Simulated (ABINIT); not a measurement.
Nb:

```
Nb
1.0
    -1.66395    1.66395    1.66395
     1.66395   -1.66395    1.66395
     1.66395    1.66395   -1.66395
Nb
1
Direct
  0.00000 0.00000 0.00000
```

Base run:

```yaml
Program: ABINIT 10.8.3 (patched build)
Functional: PBEsol
Potentials_or_basis: JTH PAW PBE v2.0
Cutoff: 435 eV
k_mesh: 11 × 11 × 11
Occupations: fermi-dirac, width 0.05 eV
Spin: spin-orbit coupling, no magnetisation
```

Its results: band gap on the k mesh none (metal or under the smearing width); pressure -8.2 GPa.

Task: The run is repeated on the same cell with these changes: functional from PBEsol to SOGGA. What comes out?

Result: Band gap on the k mesh none (metal or under the smearing width); pressure -9.3 GPa.

Caveats: the PAW data sets were made with another functional, which shifts forces and pressure a little.
